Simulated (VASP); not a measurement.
**NaH6: single point with PBE**

The system is NaH6.

```
CELL_PARAMETERS angstrom
3.79285 0.00000 0.00000
0.00000 3.79285 0.00000
0.00000 0.00000 3.79285
ATOMIC_POSITIONS crystal
Na 0.50000 0.50000 0.50000
H 0.00000 0.50000 0.50000
H 0.50000 0.00000 0.50000
H 0.50000 0.50000 0.00000
H 0.50000 0.00000 0.00000
H 0.00000 0.50000 0.00000
H 0.00000 0.00000 0.50000
```

The cell was built by a generator and needn't be a form met in nature.

The cell isn't the ideal one: random cell by space group and Wyckoff sites (Pm-3m, No. 221).

- Program: VASP 6.6.1
- Task: single point
- Functional: PBE
- Potentials or basis: VASP PAW PBE potentials, release 64 (Na_pv, H)
- Cutoff: 520 eV
- k mesh: 4 × 4 × 4
- Occupations: gaussian, width 0.1 eV
- Spin: no spin polarisation

```
Pressure               : -4.2 GPa
Band gap on the k mesh : none (metal or under the smearing width)
```

Levels at points of the mesh, in eV from the Fermi level:
| k point | band 2 | band 3 | band 4 | band 5 | band 6 | band 7 | band 8 | band 9 | band 10 | band 11 |
| --- | --- | --- | --- | --- | --- | --- | --- | --- | --- | --- |
| (0.00, 0.00, 0.00) | -21.93 | -21.93 | -7.20 | -1.70 | -1.70 | 4.21 | 4.27 | 4.27 | 7.06 | 7.06 |
| (0.50, 0.00, 0.00) | -21.92 | -21.92 | -5.08 | -4.85 | 0.06 | 0.95 | 3.65 | 3.99 | 9.26 | 9.26 |
| (0.50, 0.50, 0.00) | -21.97 | -21.92 | -3.46 | -3.46 | -2.04 | -1.61 | 3.02 | 3.02 | 9.93 | 10.47 |
| (0.50, 0.50, 0.50) | -21.97 | -21.97 | -1.37 | -1.37 | -1.37 | -1.12 | -1.12 | -1.12 | 6.41 | 7.30 |

Run time: 13 s on 1 thread of Intel(R) Xeon(R) Platinum 8488C (Sapphire Rapids), on a shared host, peak memory 0.14 GiB.

Caveat: the k mesh is coarse (spacing up to 0.41 Å⁻¹), so the values aren't converged.
